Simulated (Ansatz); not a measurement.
Set up this calculation in Ansatz 0.2.0, as the native input.

| Property | Result |
| --- | --- |
| Task | single point |
| Functional | PBE0 |
| Potentials or basis | Ansatz PAW |
| Cutoff | 420 eV (not typed: the program's choice for these potentials) |
| k mesh | 5 × 5 × 5 |
| Occupations | fermi-dirac, width 0.05 eV |
| Spin | no spin polarisation |

The system is TaN.

```
Ta N
1.0
     2.93800    0.00000    0.00000
    -1.46900    2.54438    0.00000
     0.00000    0.00000    2.88300
Ta N
1 1
Direct
  0.33333 0.66667 0.50000
  0.00000 0.00000 0.00000
```

These files were run (other wordings do the same):

input

```
crystal:
  lattice:
    - [2.93800111, 0.0, 0.0]
    - [-1.46900055, 2.5443836, 0.0]
    - [0.0, 0.0, 2.88300221]
  atoms:
    - { symbol: Ta, position: [0.3333333333, 0.6666666667, 0.5] }
    - { symbol: "N", position: [0.0, 0.0, 0.0] }
hamiltonian:
  xc: pbe0
  pseudopotentials: { kind: paw }
kpoints:
  mp_grid: { grid: [5, 5, 5] }
scf:
  occupations: { method: fermi_dirac, width: 0.05 }
output:
  forces: true
  stress: true
  eigenvalues: true
  write_density: true
  write_potential: true
  elf: true
  volumetric_format: npy
```

Results of the run:

The pressure is -3.4 GPa and the band gap on the k mesh is none (metal or under the smearing width).

Caveat: the k mesh is coarse (spacing up to 0.49 Å⁻¹), so the values aren't converged, least of all with exact exchange; the pressure holds a Pulay correction of +0.4 GPa for the finite cutoff; the PAW data sets come from PBE, with cores solved anew for the run's functional, which leaves a small shift of forces and pressure; the thresholds are loose for stress.

Run time: 42 s on 1 × NVIDIA H100 80GB HBM3 with 2 threads of AMD EPYC 7R13 Processor (Zen 3) (shared host), peak memory 1.6 GiB.
